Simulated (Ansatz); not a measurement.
An input for Ansatz 0.2.0 (MgS):

input.yaml

```yaml
crystal:
  lattice:
    - [0.061964, 2.799282, 2.891509]
    - [2.871295, 0.093417, 2.860056]
    - [2.935306, 2.83184, 0.029406]
  atoms:
    - { symbol: S, position: [0.25, 0.25, 0.25] }
    - { symbol: Mg, position: [0.0, 0.0, 0.0] }
hamiltonian:
  xc: revpbe
  pseudopotentials: { kind: nc }
kpoints:
  mp_grid: { grid: [8, 8, 8] }
scf:
  occupations: { method: tetrahedron }
  algorithm: direct_min
  eigensolver: { kind: davidson }
output:
  forces: true
  stress: true
  xc_energy_on_converged_density: [lda, pbe, pbesol, rpbe, blyp, r2scan]
basis:
  precision: f64
```

Potentials or basis: Ansatz NC.

Launch:

```bash
$ ansatz run input.yaml --threads 1 --pin off --max-ram 2560MiB --backend cpu --events-out ev --progress --plain --runs-dir out
```

Problem. How does this run end?

Solution. The run stopped without a result. It printed:

Output:

```text
Error: inconsistent input (scf.algorithm, scf.occupations.method): direct minimisation with tetrahedron occupations — the free energy that is minimised is that of smeared or fixed occupations, and a tetrahedron fill has neither; use a smearing scheme or fixed occupations, or the default algorithm without scf.convergence.dm_fallback
```
